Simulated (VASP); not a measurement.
**Sb: relaxation of cell and atoms with PBEsol**

The system is Sb.

```
CELL_PARAMETERS angstrom
3.35453 0.00000 0.00000
-1.67727 2.90511 0.00000
0.00000 0.00000 5.47016
ATOMIC_POSITIONS crystal
Sb 0.66667 0.33333 0.75000
Sb 0.33333 0.66667 0.25000
```

This isn't the form of Sb at room conditions, which is rhombohedral.

* Program: VASP 6.6.1
* Task: relaxation of cell and atoms
* Functional: PBEsol
* Potentials or basis: VASP PAW PBE potentials, release 64 (Sb)
* Cutoff: 600 eV
* k mesh: 8 × 8 × 4
* Occupations: fermi-dirac, width 0.05 eV
* Spin: no spin polarisation
* Ladder: gaps
* Further INCAR settings: ALGO = Normal; EDIFF = 1e-06; IBRION = 2; EDIFFG = -0.01; NSW = 40; ISIF = 3

The relaxed volume is 26.16 Å³/atom and the relaxed cell is a = 3.303 Å, b = 3.303 Å, c = 5.535 Å, α = 90.00°, β = 90.00°, γ = 120.00°. The space group after relaxing (to 0.05 Å) is P6_3/mmc (No. 194). The energy gained by relaxing is 5.6 meV/atom. The ionic steps are 7 and the pressure after relaxing is 0.0 GPa. The band gap on the k mesh is none (metal or under the smearing width).

The path:
```
step  energy change (eV)  largest force (eV/Å)  pressure (GPa)  volume (Å³)
   1              0.0000                0.0000           -1.19        53.31
   2             -0.0086                0.0000            0.77        51.79
   3             -0.0088                0.0000            0.53        51.96
   4             -0.0111                0.0000            0.15        52.21
   5             -0.0111                0.0000            0.19        52.18
   6             -0.0112                0.0000           -0.08        52.39
   7             -0.0112                0.0000            0.01        52.31
```

Final structure:
```xyz
2
Lattice="3.3035 0.0000 0.0000 -1.6517 2.8609 0.0000 0.0000 0.0000 5.5351" Properties=species:S:1:pos:R:3 pbc="T T T"
Sb    1.6517    0.9536    4.1513
Sb    0.0000    1.9073    1.3838
```

Levels at points of the mesh, in eV from the Fermi level:
```csv
k point,band 2,band 3,band 4,band 5,band 6,band 7
"(0.00, 0.00, 0.00)",-9.48,-6.03,4.03,4.03,5.23,5.61
"(0.50, 0.00, 0.00)",-8.07,-4.52,-3.34,-2.28,-0.15,0.61
"(0.00, 0.00, 0.50)",-11.94,-1.09,-1.09,4.82,4.82,4.82
"(0.50, 0.00, 0.50)",-8.47,-5.48,-5.48,1.73,1.73,1.82
```

Run time: 44 s on 1 thread of Intel(R) Xeon(R) Platinum 8375C CPU @ 2.90GHz (Ice Lake) (shared host), peak memory 0.2 GiB.

Caveat: the PAW data sets were made with another functional, which shifts forces and pressure a little. Spin-orbit coupling is left out, which matters for the levels of Sb.
